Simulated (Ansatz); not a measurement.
Structure from Materials Project entry mp-94 (possibly hypothetical), not relaxed further.

An input for Cd and the output that it gave: DFT, PBEsol, all-electron LAPW, scalar-relativistic (Ansatz 0.2.0).

Command: `ansatz run input.yaml --threads 1 --pin off --max-ram 2048MiB --backend cpu --events-out ev --progress --plain --runs-dir out` The run took 49 s on 1 thread of Arm Neoverse V1, with other jobs on the host, peak memory 0.45 GiB.

```yaml
crystal:
  lattice:
    - [2.9584748202, 0.0, 0.0]
    - [-1.4792374101, 2.5621143508, 0.0]
    - [0.0, 0.0, 5.88592793]
  atoms:
    - { symbol: Cd, position: [0.3333333333, 0.6666666667, 0.25] }
    - { symbol: Cd, position: [0.6666666667, 0.3333333333, 0.75] }
kpoints:
  mp_grid: { grid: [14, 14, 6] }
  band_path:
    path:
      - [0.0, 0.0, 0.0]
      - [0.5, 0.0, 0.0]
      - [0.3333333333, 0.3333333333, 0.0]
      - [0.0, 0.0, 0.0]
      - [0.0, 0.0, 0.5]
      - [0.5, 0.0, 0.5]
      - [0.3333333333, 0.3333333333, 0.5]
      - [0.0, 0.0, 0.5]
      - [0.5, 0.0, 0.5]
    npoints: 14
scf:
  occupations: { method: fermi_dirac, width: 0.03 }
hamiltonian:
  xc: pbesol
  pseudopotentials: { kind: all_electron, lapw: { basis_error: 0.00025 } }
output:
  forces: true
  stress: true
  eigenvalues: true
  fatbands: true
  populations: true
  dos: { projected: true, de: 0.2, e_range: [-14, 8] }
```

Output:

```
Cd: projections on atomic orbitals take those of the free atom 1s2 2s2 2p6 3s2 3p6 3d10 4s2 4p6 4d10 5s2, of charge +0.00 (hamiltonian.pseudopotentials.projection_atoms)
LAPW: plane waves up to 8.299 Å⁻¹, error target 2.5e-4 eV per atom; small_component_spin mean_spin; Cd in spheres of 1.479 Å, 20 of its electrons in bands, Dirac shells []
Engine: ansatz 0.2.0
Pseudopotentials: kind: all_electron
Pseudopotential: Cd, LAPW, valence charge 20, Koelling and Harmon's equation, gaussian nucleus
Functional definition: PBEsol
  exchange = pbesol_x
  correlation = pbesol_c
Crystal: 2 atoms, lattice volume = 44.615 Å³
Basis set: ecut = 262.43543448435577 eV, 411 PW (Γ), exchange–correlation at level 2
Bands: 24, of which v1, the nominal top of the filled ones, is band 20 counted from 1 (19 counted from 0)
Symmetry: 24 space group operations
Space group: P63/mmc (ITA 194), of the structure as read, at distance tolerance 3.5e-5 Å
k-points: 96 of 1176
Non-local potential: Cd, projectors of the file, none
Initial density: superposition of atomic densities (chi_scale 0.1, normalization cell)
Initial wavefunctions: plane waves of lowest kinetic energy (no species holds an atomic orbital)
Functional: x = pbesol(κ = 0.804, μ = 0.12345679012345678), c = pbesol(β = 0.046)
iter 1 solved again at ethr=1.89e-4 eV; its pass at ethr=1.00e-1 eV (dr2=7.56e-2 eV) is discarded
SCF iter   1: F=—  HF=-304330.238206 eV  |F-HF|=—  |Δ(HF+E_count)|=         —  Δρ=1.47e-2  dr2=7.60e-2  ethr=1.89e-4  ⟨swp⟩=3.0  Hψ=15670  notcnv=0
preconditioner: auto → Kerker (q_TF=auto, 2.679 Å⁻¹)  [metal: Δε(μ)=0.013 eV  Ē_g=12.664 eV  σ=0.030 eV  W_gap=0.11  n_scr=22 (ndim 8)  ℏωp=27.2 eV  f_vac=0.000  D(μ)=0.79/eV (n_scr^D=2)]
SCF iter   2: F=—  HF=-304330.112497 eV  |F-HF|=—  |Δ(HF+E_count)|=   1.26e-1  Δρ=7.75e-3  dr2=2.62e-2  ethr=1.89e-4  ⟨swp⟩=2.1  Hψ=7025  notcnv=0
SCF iter   3: F=—  HF=-304330.101912 eV  |F-HF|=—  |Δ(HF+E_count)|=   1.06e-2  Δρ=5.95e-3  dr2=1.62e-2  ethr=6.55e-5  ⟨swp⟩=2.0  Hψ=6651  notcnv=0
SCF iter   4: F=—  HF=-304330.100162 eV  |F-HF|=—  |Δ(HF+E_count)|=   1.75e-3  Δρ=2.55e-3  dr2=3.52e-3  ethr=4.06e-5  ⟨swp⟩=2.0  Hψ=6659  notcnv=0
iter 5 solved again at ethr=3.73e-7 eV; its pass at ethr=8.81e-6 eV (dr2=1.49e-4 eV) is discarded
SCF iter   5: F=—  HF=-304330.100780 eV  |F-HF|=—  |Δ(HF+E_count)|=   6.18e-4  Δρ=5.03e-4  dr2=1.49e-4  ethr=3.73e-7  ⟨swp⟩=2.0  Hψ=11526  notcnv=0
SCF iter   6: F=—  HF=-304330.100802 eV  |F-HF|=—  |Δ(HF+E_count)|=   2.15e-5  Δρ=1.38e-4  dr2=1.07e-5  ethr=3.72e-7  ⟨swp⟩=2.0  Hψ=6639  notcnv=0
SCF iter   7: F=—  HF=-304330.100801 eV  |F-HF|=—  |Δ(HF+E_count)|=   8.16e-7  Δρ=3.38e-5  dr2=9.16e-7  ethr=2.67e-8  ⟨swp⟩=2.0  Hψ=6639  notcnv=0
SCF iter   8: F=-304330.100801 eV  HF=-304330.100801 eV  |F-HF|=9.37e-9  |Δ(HF+E_count)|=   1.74e-7  Δρ=9.16e-6  dr2=4.16e-8  ethr=2.29e-9  ⟨swp⟩=2.0  Hψ=6639  notcnv=0
SCF 1 converged in 8 iterations: F = -304330.100801 eV  dr2 = 4.16e-8
NSCF: frozen V_eff on 113 k-points
SCF converged after 8 iterations
Free energy (F): -304330.100801 eV
Harris-Foulkes:  -304330.100801 eV  (|F-HF|=9.37e-9)
Internal energy: -304330.098622 eV  (E = F + TS)
E sigma→0 (E₀):  -304330.099712 eV
Entropy (-TS):   -0.002178 eV (-1.089 meV/atom)
Fermi energy:    15.062397 eV
--- Per-component energies (eV) ---
  E_band       = -771.765773
  E_kinetic    = 318778.192304
  E_xc         = -8276.041403
  E_electrostatic = -614832.249523  (all electrons and nuclei)
  E_smearing   = -0.002178  (= −TS)
  E_closure    = 0.000000  (closes the sum)
  E_atoms      = -304327.741230  (free atoms, spherical and without spin; not in F)
  Σ components = -304330.100801   (vs F -304330.100801, Δ=0.00e0)
  Basis errors (estimates in eV, not in F): energy 7.3e-5 per atom: plane waves 6.6e-5 (3.5e-5 summed), levels above the bands 1.0e-81, relativity 2.2e-9, radial functions 7.0e-6, core shells 8.0e-8; eigenvalues (radial functions only) 1.6e-6; not estimated: angular momenta, meshes, grids; target (lapw.basis_error) 2.5e-4; muffin-tin radii Cd 1.479 Å
--- Forces (eV/Å), atoms counted from 1 ---
  atom   1  Cd     0.00000000     0.00000000     0.00000000
  atom   2  Cd     0.00000000    -0.00000000     0.00000000
  max |Σ_I F_I| component: 2.31e-18 eV/Å
--- Stress (GPa, compression-positive) ---
       -2.223542       0.000000       0.000000
       -0.000000      -2.223542       0.000000
        0.000000       0.000000      -2.178332
  P = ⅓ Tr σ = -2.2085 GPa (-22.085 kbar)
--- Band table (eV; the first three rows and the last of 96) ---
  k-point 0: bands = ["-87.9040", "-87.9033", "-48.9911", "-48.9786", "-48.9538", "-48.9538", "-48.9526", "-48.9526", "5.2119", "5.3965", "5.8535", "5.8535", "5.8895", "5.8895", "6.3854", "6.4481", "6.4481", "6.6260", "6.6260", "11.4162", "11.9336", "23.8624", "28.2923", "29.0316"]
  k-point 1: bands = ["-87.9039", "-87.9034", "-48.9902", "-48.9794", "-48.9537", "-48.9537", "-48.9527", "-48.9527", "5.2241", "5.3839", "5.8539", "5.8539", "5.8854", "5.8854", "6.4621", "6.4621", "6.5365", "6.6159", "6.6159", "10.0751", "13.5225", "22.5178", "29.0401", "29.6958"]
  k-point 2: bands = ["-87.9038", "-87.9035", "-48.9879", "-48.9817", "-48.9535", "-48.9535", "-48.9529", "-48.9529", "5.2576", "5.3498", "5.8566", "5.8566", "5.8751", "5.8751", "6.4986", "6.4986", "6.5871", "6.5871", "6.9880", "8.7692", "15.5664", "20.1866", "29.1079", "29.5790"]
  k-point 95: bands = ["-87.8985", "-87.8985", "-48.9980", "-48.9980", "-48.9896", "-48.9896", "-48.9775", "-48.9775", "5.7365", "5.7365", "5.8453", "5.8453", "6.0222", "6.0222", "6.2402", "6.2402", "6.5774", "6.5774", "15.7814", "15.7814", "16.3009", "16.3009", "17.9073", "17.9073"]
--- Löwdin populations: 2 sites ---
  site symbol       q [e]
     0     Cd     47.4764
     1     Cd     47.4764
  spilling = 0.010908 (of n_electrons = 96.000000)
```
